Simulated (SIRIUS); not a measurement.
**In under changes of volume**

One of the cells (26.666 Å³/atom); the others are scaled copies at fixed shape and fractional positions:

```
In
1.0
    -1.63624    1.63624    2.49008
     1.63624   -1.63624    2.49008
     1.63624    1.63624   -2.49008
In
1
Direct
  0.00000 0.00000 0.00000
```

- Program: SIRIUS 7.12.0
- Functional: PBE
- Potentials or basis: PseudoDojo 0.4.1 PBE standard (scalar relativistic)
- Cutoff: 960 eV
- Density cutoff: 3840 eV
- k mesh: 11 × 11 × 11
- Occupations: fermi-dirac, width 0.05 eV
- Spin: no spin polarisation

| volume (Å³/atom) | energy over the lowest point (meV/atom) | pressure (GPa) |
| --- | --- | --- |
| 24.575 | 41.79 | 5.2 |
| 25.098 | ? | ? |
| 25.621 | 15.51 | 2.9 |
| 26.666 | 2.53 | 1.1 |
| 27.189 | 0.11 | 0.4 |
| 27.712 | 0.00 | -0.3 |

**Question.** What does the run at 25.098 Å³/atom give?

**Answer.** Energy over the lowest point 26.77 meV/atom; pressure 4.0 GPa.

Worked out: A Birch-Murnaghan fit of order 3 (a polynomial in V^(-2/3)) to the other rows has its minimum at 27.47 Å³/atom with B0 = V·E''(V) = 35 GPa and B' = 5.3 at fixed shape and positions, which overstates the stiffness. It gives 26.78 meV/atom at 25.098 Å³/atom, against the run's 26.77, and -dE/dV = 4.0 GPa, against 4.0.

Energies are extrapolated to zero smearing.
